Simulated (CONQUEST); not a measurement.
## KF (Carobbiite) under changes of volume

One of the cells (19.074 Å³/atom); the others are scaled copies at fixed shape and fractional positions:

```
K F
1.0
     3.77857    0.00000    0.00000
     0.00000    3.77857    0.00000
     0.00000    0.00000    5.34370
K F
2 2
Direct
  0.00000 0.00000 0.00000
  0.50000 0.50000 0.50000
  0.00000 0.00000 0.50000
  0.50000 0.50000 0.00000
```

```yaml
Program: CONQUEST 1.3
Functional: PBE
Potentials_or_basis: PseudoDojo NC PBE, DZP, grid of 40 × 40 × 60 points
k_mesh: 7 × 7 × 5
Occupations: fermi-dirac, width 0.05 eV
Spin: no spin polarisation
```

```tsv
volume (Å³/atom)	energy over the lowest point (meV/atom)	pressure (GPa)	gap on the mesh (eV)
17.929	?	?	?
18.311	9.31	2.7	6.35
18.692	3.98	1.8	6.24
19.074	0.86	0.8	6.13
19.455	0.00	-0.1	6.02
19.837	0.76	-0.5	5.92
20.218	2.45	-0.9	5.83
```

Problem. What does the run at 17.929 Å³/atom give?

Solution. Energy over the lowest point 16.41 meV/atom; pressure 3.5 GPa; gap on the mesh 6.47 eV.

Worked out: A Birch-Murnaghan fit of order 3 (a polynomial in V^(-2/3)) to the other rows has its minimum at 19.47 Å³/atom with B0 = V·E''(V) = 33 GPa (rough, since the energies scatter). It gives 17.99 meV/atom at 17.929 Å³/atom, against the run's 16.41, and -dE/dV = 4.4 GPa, against 3.5. A straight line through the other rows of the gap, of slope -5.29 eV per unit of ln V, extrapolates to 6.46 eV, against the run's 6.47.

Energies are extrapolated to zero smearing.

Caveats: an odd mesh through Γ misses points on the zone boundary, where band edges often lie; the basis of atomic orbitals isn't converged, which shifts pressures, moduli and gaps; the real-space grid breaks the cell's symmetry a little (some runs).
